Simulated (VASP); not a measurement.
TiO2:

```
Ti O
1.0
     4.54035    0.00000    0.00000
     0.00000    5.49567    0.00000
     0.00000    0.00000    4.88383
Ti O
4 8
Direct
  0.50000 0.67455 0.75000
  0.00000 0.82545 0.25000
  0.50000 0.32545 0.25000
  0.00000 0.17455 0.75000
  0.72821 0.61814 0.08135
  0.22821 0.88186 0.91865
  0.77179 0.88186 0.58135
  0.27179 0.61814 0.41865
  0.72821 0.38186 0.58135
  0.22821 0.11814 0.41865
  0.77179 0.11814 0.08135
  0.27179 0.38186 0.91865
```

Measurements of this composition are mostly on another form, of space group No. 141.

Base run:

* Program: VASP 6.6.1
* Functional: PBEsol
* Potentials or basis: VASP PAW PBE potentials, release 64 (Ti_sv, O)
* Cutoff: 520 eV
* k mesh: 8 × 6 × 6
* Occupations: gaussian, width 0.02 eV
* Spin: no spin polarisation

Its results: band gap on the k mesh 2.62 eV, indirect (least direct gap 2.68 eV); pressure 0.2 GPa; largest force 0.005 eV/Å.

Problem. After a change of settings the same cell gave: band gap on the k mesh 3.07 eV, indirect (least direct gap 3.10 eV); pressure 2.9 GPa; largest force 0.062 eV/Å. Which change was it?
A. cutoff from 520 eV to 700 eV; k mesh from 8 × 6 × 6 to 6 × 4 × 4
B. potentials or basis from VASP PAW PBE potentials, release 64 (Ti_sv, O) to VASP PAW PBE potentials, release 64 (Ti_sv, O_h); cutoff from 520 eV to 900 eV; k mesh from 8 × 6 × 6 to 6 × 4 × 4
C. functional from PBEsol to r2SCAN; k mesh from 8 × 6 × 6 to 6 × 4 × 4
D. k mesh from 8 × 6 × 6 to 6 × 4 × 4; occupations from gaussian, width 0.02 eV to gaussian, width 0.5 eV

Solution. C.

Caveats: the PAW data sets were made with another functional, which shifts forces and pressure a little.
